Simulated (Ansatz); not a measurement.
Input of an Ansatz 0.2.0 run:

Contents of input.yaml:

```yaml
crystal:
  lattice:
    - [3.095, 0.0, 0.0]
    - [-1.5475, 2.6803486247, 0.0]
    - [0.0, 0.0, 15.17]
  atoms:
    - { symbol: Si, position: [0.6666666667, 0.3333333333, 0.4583] }
    - { symbol: Si, position: [0.3333333333, 0.6666666667, 0.9583] }
    - { symbol: Si, position: [0.6666666667, 0.3333333333, 0.7917] }
    - { symbol: Si, position: [0.3333333333, 0.6666666667, 0.2917] }
    - { symbol: Si, position: [0.0, 0.0, 0.625] }
    - { symbol: Si, position: [0.0, 0.0, 0.125] }
    - { symbol: C, position: [0.6666666667, 0.3333333333, 0.3333] }
    - { symbol: C, position: [0.3333333333, 0.6666666667, 0.8333] }
    - { symbol: C, position: [0.6666666667, 0.3333333333, 0.6667] }
    - { symbol: C, position: [0.3333333333, 0.6666666667, 0.1667] }
    - { symbol: C, position: [0.0, 0.0, 0.5] }
    - { symbol: C, position: [0.0, 0.0, 0.0] }
hamiltonian:
  xc: revpbe
  pseudopotentials: { kind: paw }
kpoints:
  mp_grid: { grid: [10, 10, 2] }
scf:
  occupations: { method: fermi_dirac, width: 0.05 }
output:
  forces: true
  stress: true
relax:
  f_tol: 0.01
  max_steps: 40
  cell: { stress_tol: 0.05 }
```

Potentials or basis: Ansatz PAW.

The run is started by

```sh
$ ansatz run input.yaml --threads 2 --pin off --max-ram 5120MiB --backend cpu --events-out ev --progress --plain --runs-dir out
```

Problem. Predict the relaxed volume.

Solution. 10.62 Å³/atom.

Problem. Predict the space group after relaxing (to 0.05 Å).

Solution. P6_3mc (No. 186).

Problem. Estimate the relaxed cell.

Solution. a = 3.107 Å, b = 3.107 Å, c = 15.243 Å, α = 90.00°, β = 90.00°, γ = 120.00°.

Problem. Estimate the band gap on the k mesh.

Solution. 2.04 eV.

Final structure:
```xyz
12
Lattice="3.1065 0.0000 0.0000 -1.5533 2.6903 0.0000 0.0000 0.0000 15.2427" Properties=species:S:1:pos:R:3 pbc="T T T"
Si    1.5533    0.8968    6.9859
Si    0.0000    1.7936   14.6072
Si    1.5533    0.8968   12.0694
Si    0.0000    1.7936    4.4481
Si    0.0000    0.0000    9.5272
Si    0.0000    0.0000    1.9059
C     1.5533    0.8968    5.0806
C     0.0000    1.7936   12.7019
C     1.5533    0.8968   10.1642
C     0.0000    1.7936    2.5429
C     0.0000    0.0000    7.6166
C     0.0000    0.0000   -0.0048
```

Caveat: the plane-wave basis is chosen anew once the cell has moved, so the energies of steps on either side of that aren't comparable; the PAW data sets come from PBE, with cores solved anew for the run's functional, which leaves a small shift of forces and pressure. revPBE gives volumes clearly too large for solids.
